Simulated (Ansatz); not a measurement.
Reactions of `B[Te]C`.

Computed with Ansatz on PBE0-D4/def2-TZVP structures; ΔE is electronic, products minus reactants. CBS: MP2 limit from def2 TZ/QZ plus the TZ coupled-cluster correction, frozen cores. This one scheme is used for every species, atoms too. DFT in def2-TZVPP. Open shells (•) are unrestricted, without spin–orbit coupling. Spin–orbit coupling would lower the free atoms: a little for B, C; strongly for Te. Elements past krypton have def2 core potentials. Bonds to As, Au, Te are less sure, by a few kJ/mol each and by 10 to 20 or more in all where they break to atoms, as the def2 sets lack core-valence functions. Scalar relativity is left out up to krypton. One conformer a species, not always the lowest.

```
                                                                 reaction  PBE-D4 (kJ/mol)  B2PLYP (kJ/mol)  MP2/CBS(def2) (kJ/mol)  ωB97X-V (kJ/mol)  CCSD(T)/CBS(def2) (kJ/mol)
                              `B[Te]C` + `FC(F)F` → `C[Te]C(F)(F)F` + BH₃              147              146                     148               134                         145
                              `B[Te]C` + `N[SiH3]` → `B[Te][SiH2]N` + CH₄             -106              -98                    -105               -99                         -99
                                        `B[Te]C` + `BF` → `C[Te]BF` + BH₃               34               31                      31                28                          32
                                  `B[Te]C` → `[CH2]` (triplet) + `B[TeH]`              453              436                     467               452                         449
                            `B[Te]C` + `[SH][Au]` → `C[S][Au]` + `B[TeH]`               20               24                      28                25                          28
                               `B[Te]C` + `O[AsH2]` → `C[Te][AsH]O` + BH₃               22               20                      14                20                          20
                                        `B[Te]C` + `CC` → `CC[Te]C` + BH₃              138              128                     120               121                         123
                                          `B[Te]C` → B• + C• + 5 H• + Te•             2674             2609                    2657              2632                        2641
`B[Te]C` + `[OH][Al]([F])[O][SiH3]` → `C[O][Al]([F])[O][SiH3]` + `B[TeH]`               70               67                      87                62                          76
                                  `B[Te]C` + `CC=S` → `C[Te]C(C)=S` + BH₃               82               85                      71                89                          84
```

Largest T1 diagnostic: 0.025, for `[SH][Au]`, so its coupled-cluster energy is less sure.
